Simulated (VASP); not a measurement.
# Au (Pm-3m) in VASP: settings compared, part 4 of 4

VASP 6.6.1. The steps go on from the part before.

### Step 6. Band structure, revPBE

INCAR reads:

```
PREC     = Accurate       # precision mode
ENCUT    = 520            # plane-wave cutoff, eV
EDIFF    = 1E-6           # SCF threshold, eV
ISMEAR   = -1             # smearing method
SIGMA    = 0.05           # smearing width, eV
LREAL    = F              # projectors in reciprocal space
LASPH    = T              # aspherical terms in the spheres
NELM     = 100            # most SCF steps
ALGO     = Fast           # electronic algorithm
ISIF     = 2              # what is computed and relaxed
LWAVE    = F              # write WAVECAR
LCHARG   = F              # write CHGCAR
LMAXMIX  = 4              # l up to which the mixer works
GGA      = RE             # functional
```

KPOINTS reads:

```
regular mesh
0
Gamma
  10 10 10
```

POSCAR reads:

```
Au
1.0
    2.7484100000      0.0000000000      0.0000000000
    0.0000000000      2.7484100000      0.0000000000
    0.0000000000      0.0000000000      2.7484100000
Au
1
Direct
    0.5000000000      0.5000000000      0.5000000000
```

KPOINTS_OPT reads:

```
path GXMGRX,MR
15
line-mode
reciprocal
 0.0000000000  0.0000000000  0.0000000000  G
 0.0000000000  0.5000000000  0.0000000000  X

 0.0000000000  0.5000000000  0.0000000000  X
 0.5000000000  0.5000000000  0.0000000000  M

 0.5000000000  0.5000000000  0.0000000000  M
 0.0000000000  0.0000000000  0.0000000000  G

 0.0000000000  0.0000000000  0.0000000000  G
 0.5000000000  0.5000000000  0.5000000000  R

 0.5000000000  0.5000000000  0.5000000000  R
 0.0000000000  0.5000000000  0.0000000000  X

 0.5000000000  0.5000000000  0.0000000000  M
 0.5000000000  0.5000000000  0.5000000000  R
```

Potentials or basis: VASP PAW PBE potentials, release 64 (Au).

On the command line:

```
$ cat potpaw_PBE.64/Au/POTCAR > POTCAR
$ mpirun -np 1 vasp_std > vasp.out
```

OUTCAR:

```text
PREC = Accurate
   ENCUT = 520
   EDIFF = 1E-6
   ISMEAR = -1
   LREAL = F
   LASPH = T
   NELM = 100
   ISIF = 2
   GGA = RE

 ion  position               nearest neighbor table
   1  0.500  0.500  0.500-

  LATTYP: Found a simple cubic cell.
 ALAT       =     2.7484100000

  Lattice vectors:

 A1 = (   2.7484100000,   0.0000000000,   0.0000000000)
 A2 = (   0.0000000000,   2.7484100000,   0.0000000000)
 A3 = (   0.0000000000,   0.0000000000,   2.7484100000)

Analysis of symmetry for initial positions (statically):
=====================================================================
 Subroutine PRICEL returns:
 Original cell was already a primitive cell.

 Routine SETGRP: Setting up the symmetry group for a
 simple cubic supercell.

 Subroutine GETGRP returns: Found 48 space group operations
 (whereof 48 operations were pure point group operations)
 out of a pool of 48 trial point group operations.

The static configuration has the point symmetry O_h .

Analysis of symmetry for dynamics (positions and initial velocities):
=====================================================================
 Subroutine PRICEL returns:
 Original cell was already a primitive cell.

 Routine SETGRP: Setting up the symmetry group for a
 simple cubic supercell.

 Subroutine GETGRP returns: Found 48 space group operations
 (whereof 48 operations were pure point group operations)
 out of a pool of 48 trial point group operations.

The dynamic configuration has the point symmetry O_h .

 Subroutine INISYM returns: Found 48 space group operations
 (whereof 48 operations are pure point group operations),
 and found     1 'primitive' translations

----------------------------------------------------------------------------------------

                                     Primitive cell

  volume of cell :      20.7608

  direct lattice vectors                    reciprocal lattice vectors
[... 102 lines left out ...]
   IALGO  =     68    algorithm
   IMIX   =      4    mixing-type and parameters
     AMIX     =   0.40;   BMIX     =  1.00
     AMIX_MAG =   1.60;   BMIX_MAG =  1.00
  volume/ion in A,a.u.               =      20.76       140.10
  Fermi-wavevector in a.u.,A,eV,Ry     =   1.324720  2.503358 23.876646  1.754884
  Thomas-Fermi vector in A             =   2.454234
   LORBIT       =      0    0 simple, 1 ext, 2 COOP (PROOUT), +10 PAW based schemes
   GGA     = RE    functional components
   LHFCALC =     F    Hartree Fock is set to
   AEXX    =    0.0000 exact exchange contribution
   IVDW    =     0    specifies the selected vdW correction
   LEPSILON=     F    determine dielectric tensor
   LRPA    =     F    only Hartree local field effects (RPA)
 non-spin polarized calculation
 RMM-DIIS sequential band-by-band and
  energy-cutoff  :      520.00
  volume of cell :       20.76
 maximum number of plane-waves:       587
   NGX = 11   NGY = 11   NGZ = 11

 number of electron      10.9999996 magnetization

 Free energy of the ion-electron system (eV)
  ---------------------------------------------------
  ext. energy  EPLUGINS =         0.00000000
  ---------------------------------------------------
  free energy    TOTEN  =        -2.54826304 eV

  energy without entropy =       -2.54498334  energy(sigma->0) =       -2.54662319

 E-fermi :   6.3782     XC(G=0): -11.3379

 val. band max:        6.2820655001   @ k =   0.4000   0.3000   0.0000
 cond. band min:       6.4360265530   @ k =   0.4000   0.2000   0.2000
 fundamental gap:      0.1539610529
 Fermi energy:         6.3781570812

 k-point     1 :       0.0000    0.0000    0.0000
  band No.  band energies     occupation
      1      -1.3579      2.00000
      2       0.7615      2.00000
      3       0.7615      2.00000
      4       4.9063      2.00000
      5       4.9063      2.00000
      6       4.9063      2.00000
      7      20.2273      0.00000
      8      20.2273      0.00000
      9      20.2273      0.00000
[... 265 lines left out ...]
 k-point    24 :       0.3000    0.1000    0.1000
  band No.  band energies     occupation
      1       0.5879      2.00000
      2       1.3129      2.00000
      3       2.7145      2.00000
      4       3.7513      2.00000
      5       4.0567      2.00000
      6       4.7001      2.00000
      7      13.2618      0.00000
      8      20.8862      0.00000
      9      21.5571      0.00000

 [... further k-points ...]
[... 5 lines left out ...]
  --------------------------------------------------------------------------------------
  -------------------------------------------------------------------------------------
  Total        0.3165193      0.3165193      0.3165193      0.0000000      0.0000000     -0.0000000
  in kB       24.4267782     24.4267782     24.4267782      0.0000000      0.0000000     -0.0000000
  external PRESSURE =      24.4267782 kB  Pullay stress =       0.0000000 kB

 VOLUME and BASIS-vectors are now :
 -----------------------------------------------------------------------------
  energy-cutoff  :      520.00
  volume of cell :       20.76
      direct lattice vectors                 reciprocal lattice vectors
     2.748410000  0.000000000  0.000000000     0.363846733  0.000000000  0.000000000
     0.000000000  2.748410000  0.000000000     0.000000000  0.363846733  0.000000000
     0.000000000  0.000000000  2.748410000     0.000000000  0.000000000  0.363846733

 POSITION                                       TOTAL-FORCE (eV/Angst)
 -----------------------------------------------------------------------------------
      1.37420      1.37420      1.37420         0.000000      0.000000      0.000000
 -----------------------------------------------------------------------------------
    total drift:                               -0.000000      0.000000     -0.000000

  FREE ENERGIE OF THE ION-ELECTRON SYSTEM (eV)
  ---------------------------------------------------
  free  energy   TOTEN  =        -2.5482630394 eV

  energy  without entropy=       -2.5449833358  energy(sigma->0) =       -2.54662319
```

stdout:

```text
POSCAR found type information on POSCAR Au
 POSCAR found :  1 types and       1 ions
 scaLAPACK will be used
 -----------------------------------------------------------------------------
|                                                                             |
|                                                                             |
|     You enforced a specific xc type in the INCAR file but a different       |
|     I HOPE YOU KNOW WHAT YOU ARE DOING!                                     |
|                                                                             |
 -----------------------------------------------------------------------------

 LDA part: xc-table for (Slater+PW92), standard interpolation
 POSCAR, INCAR and KPOINTS ok, starting setup
 FFT: planning ... GRIDC
 FFT: planning ... GRID_SOFT
 FFT: planning ... GRID
 WAVECAR not read
 entering main loop
 Start KPOINTS_OPT (optional k-point list driver)
k-point batch [1-56\90]
k-point batch [57-90\90]
```

Wall time 13 s (1 thread of Intel Xeon Platinum 8375C at 2.90GHz (Ice Lake), shared host); peak memory 0.13 GiB.

What came out:

- Free energy: -2.5483 eV
- Pressure: 2.4 GPa
- Band gap along the path: none (metal or under the smearing width)

Levels at the corners of the path, in eV from the Fermi level:
```
point  band 1  band 2  band 3  band 4  band 5  band 6  band 7  band 8  band 9
    Γ   -7.74   -5.62   -5.62   -1.47   -1.47   -1.47   13.85   13.85   13.85
    X   -5.68   -5.22   -2.89   -2.89   -1.34   -0.40    2.03   16.32   18.42
    X   -5.68   -5.22   -2.89   -2.89   -1.34   -0.40    2.03   16.32   18.42
    M   -5.55   -4.88   -2.64   -2.64   -0.33    3.86    3.86    6.38   11.45
    M   -5.55   -4.88   -2.64   -2.64   -0.33    3.86    3.86    6.38   11.45
    Γ   -7.74   -5.62   -5.62   -1.47   -1.47   -1.47   13.85   13.85   13.85
    Γ   -7.74   -5.62   -5.62   -1.47   -1.47   -1.47   13.85   13.85   13.85
    R   -4.89   -4.89   -4.89   -0.24   -0.24    8.42    8.42    8.42   10.19
    R   -4.89   -4.89   -4.89   -0.24   -0.24    8.42    8.42    8.42   10.19
    X   -5.68   -5.22   -2.89   -2.89   -1.34   -0.40    2.03   16.32   18.42
    M   -5.55   -4.88   -2.64   -2.64   -0.33    3.86    3.86    6.38   11.45
    R   -4.89   -4.89   -4.89   -0.24   -0.24    8.42    8.42    8.42   10.19
```

Caveat: the PAW data sets were made with another functional, which shifts forces and pressure a little; spin-orbit coupling is left out, which moves the levels of the heavy elements.

### Step 7. The runs side by side

```csv
level,potentials or basis,pressure (GPa)
LDA,"VASP PAW LDA potentials, release 64 (Au)",-9.6
PBE,"VASP PAW PBE potentials, release 64 (Au)",0.0
PBEsol,"VASP PAW PBE potentials, release 64 (Au)",-6.5
RPBE,"VASP PAW PBE potentials, release 64 (Au)",3.4
revPBE,"VASP PAW PBE potentials, release 64 (Au)",2.4
```

Alike in all rows: task band structure; no spin polarisation; cell as given; k mesh 10 × 10 × 10; cutoff (eV) 520; smearing fermi-dirac 0.05 eV.

Caveats: spin-orbit coupling is left out, which moves the levels of the heavy elements; the PAW data sets were made with another functional, which shifts forces and pressure a little (some runs).

Absolute energies hang on the potentials; compare differences alone.
